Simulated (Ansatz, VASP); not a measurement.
**Bi in VASP and in Ansatz**

Contents of INCAR:

```
SYSTEM = Bi
ALGO = Normal
EDIFF = 1E-7
ENCUT = 520
GGA = PS
ISIF = 2
ISMEAR = -1
LASPH = .TRUE.
LCHARG = .FALSE.
LREAL = .FALSE.
LWAVE = .FALSE.
NBANDS = 22
NELM = 80
PREC = Accurate
SIGMA = 0.05
```

Contents of KPOINTS:

```
k-points
0
G
  7 7 7
  0 0 0
```

POSCAR

```
Bi
1.0
    2.2675000000      1.3091417354      3.9380000000
   -2.2675000000      1.3091417354      3.9380000000
    0.0000000000     -2.6182834708      3.9380000000
Bi
2
Direct
    0.7660000000      0.7660000000      0.7660000000
    0.2340000000      0.2340000000      0.2340000000
```

File input.yaml:

```yaml
crystal:
  lattice:
    - [2.2675, 1.3091417354, 3.938]
    - [-2.2675, 1.3091417354, 3.938]
    - [0.0, -2.6182834708, 3.938]
  atoms:
    - { symbol: Bi, position: [0.766, 0.766, 0.766] }
    - { symbol: Bi, position: [0.234, 0.234, 0.234] }
hamiltonian:
  xc: pbesol
  pseudopotentials: { kind: paw }
kpoints:
  mp_grid: { grid: [7, 7, 7] }
scf:
  occupations: { method: fermi_dirac, width: 0.05 }
output:
  forces: true
  stress: true
  eigenvalues: true
  write_density: true
  write_potential: true
  elf: true
  volumetric_format: npy
```

Alike in both runs: task single point; functional PBEsol; k mesh 7 × 7 × 7; occupations fermi-dirac, width 0.05 eV; no spin polarisation.

|  | VASP | Ansatz |
| --- | --- | --- |
| version | VASP 6.6.1 | Ansatz 0.2.0 |
| potentials or method | VASP PAW PBE potentials, release 64 (Bi_d) | Ansatz PAW |
| plane-wave cutoff (eV) | 520 | 420 |
| valence electrons in the cell | 30 | 30 |

VASP gave:

```
gap on the k mesh at the Fermi level (eV)       : 0.26
least direct gap on the mesh (eV)               : 0.52
pressure (GPa)                                  : -0.4
largest component of the traceless stress (GPa) : 0.13
rms of the force components (eV/Å)              : 0.078
```

Problem. Estimate Ansatz's values.

Solution. gap on the k mesh at the Fermi level (eV): 0.26; least direct gap on the mesh (eV): 0.52; pressure (GPa): -0.4; largest component of the traceless stress (GPa): 0.13; rms of the force components (eV/Å): 0.075.

Atom by atom the forces differ by 0.003 eV/Å (rms over components). The functional is the same, so the differences come from potentials, cutoffs and numerics.

Caveats: spin-orbit coupling is left out, which as a rule narrows the gap of such compounds by several tenths of an eV; the PAW data sets were made with another functional, which shifts forces and pressure a little (VASP); an odd mesh through Γ misses points on the zone boundary, where band edges often lie (VASP); odd divisions of the mesh miss points on the zone boundary, where band edges often lie, so the gap on the mesh can be too wide (Ansatz); the PAW data sets come from PBE, with cores solved anew for the run's functional, which leaves a small shift of forces and pressure (Ansatz).
